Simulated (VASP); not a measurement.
## LiCl (rocksalt), LDA relaxation of cell and atoms: VASP's output and Ansatz's

POSCAR

```
Li Cl
 1.0000000000000000
     0.0000000000000000    2.5745971596289259    2.5745971596289259
     2.5745971596289259    0.0000000000000000    2.5745971596289259
     2.5745971596289259    2.5745971596289259    0.0000000000000000
 Li  Cl
   1   1
Cartesian
  0.0000000000000000 -0.0000000000000000 -0.0000000000000000
  2.5745971596289254  2.5745971596289254  2.5745971596289254
```

VASP ran with the recommended LDA PAW datasets (10 valence electrons in the cell).

From OUTCAR

```
k-points           NKPTS =     29   k-points in BZ     NKDIM =     29   number of bands    NBANDS=     12

   NELECT =      10.0000    total number of electrons

   dimension x,y,z NGX =    28 NGY =   28 NGZ =   28
   dimension x,y,z NGXF=    56 NGYF=   56 NGZF=   56

  energy-cutoff  :      600.00
  volume of cell :       30.50
      direct lattice vectors                 reciprocal lattice vectors
     0.000000000  2.479945469  2.479945469    -0.201617336  0.201617336  0.201617336
     2.479945469  0.000000000  2.479945469     0.201617336 -0.201617336  0.201617336
     2.479945469  2.479945469  0.000000000     0.201617336  0.201617336 -0.201617336

 k-points in reciprocal lattice and weights: KPOINTS created by Atomic Simulation Env
   0.00000000  0.00000000  0.00000000       0.002
   0.12500000  0.00000000  0.00000000       0.016
   0.25000000  0.00000000  0.00000000       0.016
   0.37500000  0.00000000  0.00000000       0.016
   0.50000000  0.00000000  0.00000000       0.008
   0.12500000  0.12500000  0.00000000       0.012
   0.25000000  0.12500000  0.00000000       0.047
   0.37500000  0.12500000  0.00000000       0.047
   ...

 E-fermi :   1.7362

 k-point     1 :       0.0000    0.0000    0.0000
  band No.  band energies     occupation
      1     -41.0639      2.00000
      2     -12.4415      2.00000
      3       1.2721      2.00000
      4       1.2721      2.00000
      5       1.2721      2.00000
      6       7.9055      0.00000
      7      13.0874      0.00000
      8      13.0874      0.00000
      9      13.0874      0.00000
     10      15.9634      0.00000
     11      15.9634      0.00000
     12      15.9635      0.00000

 k-point     2 :       0.1250    0.0000    0.0000
  band No.  band energies     occupation
      1     -41.0633      2.00000
      2     -12.3466      2.00000
      3       0.6490      2.00000
      4       1.2220      2.00000
      5       1.2220      2.00000
      6       8.3635      0.00000
      7      12.3110      0.00000
      8      13.0173      0.00000
      9      13.0173      0.00000
     10      14.3831      0.00000
     11      14.3831      0.00000
     12      16.4552      0.00000

 k-point     3 :       0.2500    0.0000    0.0000
  band No.  band energies     occupation
      1     -41.0614      2.00000
      2     -12.1013      2.00000
      3      -0.5933      2.00000
      4       1.1091      2.00000
      5       1.1091      2.00000
      6       8.5333      0.00000
      7      11.8038      0.00000
      8      11.8038      0.00000
      9      12.4689      0.00000
     10      15.2959      0.00000
     11      15.2959      0.00000
     12      17.1028      0.00000

 k-point     4 :       0.3750    0.0000    0.0000
  band No.  band energies     occupation
      1     -41.0596      2.00000
      2     -11.8288      2.00000
      3      -1.6499      2.00000
      4       1.0061      2.00000
      5       1.0061      2.00000
      6       8.0298      0.00000
      7      10.8416      0.00000
      8      10.8416      0.00000
      9      14.0306      0.00000
     10      17.2420      0.00000
     11      17.2420      0.00000
     12      17.8463      0.00000

 k-point     5 :       0.5000    0.0000    0.0000
  band No.  band energies     occupation
      1     -41.0587      2.00000
      2     -11.7061      2.00000
      3      -2.0586      2.00000
      4       0.9660      2.00000
      5       0.9660      2.00000
      6       7.7881      0.00000
      7      10.5082      0.00000
      8      10.5082      0.00000
      9      15.0115      0.00000
     10      18.4989      0.00000
     11      18.8198      0.00000
     12      18.8198      0.00000

 k-point     6 :       0.1250    0.1250    0.0000
  band No.  band energies     occupation
      1     -41.0631      2.00000
      2     -12.3136      2.00000
      3       0.7267      2.00000
      4       1.0439      2.00000
      5       1.0439      2.00000
      6       8.6586      0.00000
      7      11.9969      0.00000
      8      12.6948      0.00000
      9      13.2481      0.00000
     10      13.2481      0.00000
     11      16.3593      0.00000
     12      16.9409      0.00000

 k-point     7 :       0.2500    0.1250    0.0000
  band No.  band energies     occupation
      1     -41.0615      2.00000
      2     -12.1142      2.00000
      3      -0.2462      2.00000
      4       0.8466      2.00000
      5       0.9293      2.00000
      6       9.2573      0.00000
      7      11.3293      0.00000
      8      11.5594      0.00000
      9      12.8755      0.00000
     10      14.1111      0.00000
     11      16.3468      0.00000
     12      17.7567      0.00000

 ...

  Total        0.0073302      0.0073302      0.0073302     -0.0000000      0.0000000      0.0000000
  in kB        0.3850069      0.3850069      0.3850069     -0.0000000      0.0000000      0.0000000
  external PRESSURE =       0.3850069 kB  Pullay stress =       0.0000000 kB

 POSITION                                       TOTAL-FORCE (eV/Angst)
 -----------------------------------------------------------------------------------
      0.00000      0.00000      0.00000        -0.000000      0.000000     -0.000000
      2.47995      2.47995      2.47995         0.000000     -0.000000      0.000000
 -----------------------------------------------------------------------------------
    total drift:                                0.000000      0.000000      0.000000

  FREE ENERGIE OF THE ION-ELECTRON SYSTEM (eV)
  ---------------------------------------------------
  free  energy   TOTEN  =        -8.0958580168 eV

  energy  without entropy=       -8.0958580168  energy(sigma->0) =       -8.09585802
```

The two codes use different PAW datasets and cutoffs. VASP's cell holds 10 valence electrons and Ansatz's 10. LDA means the Perdew–Zunger form with relativistic exchange in VASP and the Perdew–Wang form in Ansatz.

What does Ansatz give for the same cell and level of theory?

relaxed cell vector lengths 3.511, 3.511, 3.511 Å; relaxed cell volume 30.60 Å³.

Ansatz printed

```
basis re-selected at this cell: Δ(F+E_penalty+E_count) = +1.057e-4 eV, ΔP = +0.002 GPa vs the last step (what re-selecting the basis moved, of the pressure what is left beyond the Pulay correction that the steps carried, after the strain that the cell walked since its last selection, with what the two solves' SCF thresholds leave and, on support functions, any second-order correction that the steps lacked; it is no measure of the basis error at this ecutwfc). The dense FFT grid was sized anew with the basis: this SCF ran on 24×24×24 points, the steps before it on 25×25×25, so part of this shift can come from that change (see relax.cell in the input reference). This SCF's stress stands 1.50e-2 GPa from its target on what of the cell is left free (relax.cell.stress_tol is 5.00e-2 GPa) and its largest allowed force component is 9.70e-31 eV/Å (relax.f_tol is 5.00e-3 eV/Å): within both
SCF converged after 5 iterations
Free energy (F): -1249.476405 eV
Harris-Foulkes:  -1249.476405 eV  (|F-HF|=2.27e-13)
Internal energy: -1249.476405 eV  (E = F + TS)
E sigma→0 (E₀):  -1249.476405 eV
Fermi energy:    5.646577 eV
--- Per-component energies (eV) ---
  E_band       = -95.852640
  E_kinetic    = 184.428985
  E_local      = -304.833645  (includes V_loc(G=0)·N_el)
  E_nonlocal   = -2.703199
  E_hartree    = 86.824154
  E_xc         = -117.519061
  E_vxc        = -136.590319  (∫ρ·V_xc dr)
  E_paw        = -643.876253  (= ΣΔE_a)
  E_vpaw       = -9.802883  (= ΣTr[D̂ρ^β])
  E_aug_tail   = 0.000115  (compensation charges beyond the density's cutoff)
  E_ewald      = -451.987993
  E_core_change = 0.190492  (= ΣΔE_core)
  E_smearing   = -0.000000  (= −TS)
  E_closure    = 0.000000  (closes the sum)
  Σ components = -1249.476405   (vs F -1249.476405, Δ=0.00e0)
--- Forces (eV/Å), atoms counted from 1 ---
  atom   1  Li    -0.00000000    -0.00000000     0.00000000
  atom   2  Cl     0.00000000    -0.00000000     0.00000000
  max |Σ_I F_I| component: 1.74e-30 eV/Å
--- Stress (GPa, compression-positive) ---
       -0.015024      -0.000000       0.000000
       -0.000000      -0.015024       0.000000
        0.000000       0.000000      -0.015024
  P = ⅓ Tr σ = -0.0150 GPa (-0.150 kbar)
--- Relaxed structure (4 steps of the walk, 4 accepted, 1 SCFs on fresh bases) ---
  F+E_penalty+E_count = -1249.47640507 eV   max|allowed force component| = 9.696e-31 eV/Å   (the final SCF, on the basis selected at the relaxed cell)
  cell:  # Å, volume = 30.5983 Å³
    - [4.076206614579819e-34, 2.4824977786996074, 2.4824977786996074]
    - [2.4824977786996074, 1.8980260822536072e-33, 2.4824977786996074]
    - [2.4824977786996074, 2.4824977786996074, 1.6942020997641186e-33]
  atoms:
    - { symbol: Li, position: [-5.4545384412625296e-36, 6.23375821857694e-36, 1.7142835101143106e-35] }
    - { symbol: Cl, position: [0.5, 0.5, 0.5] }
```
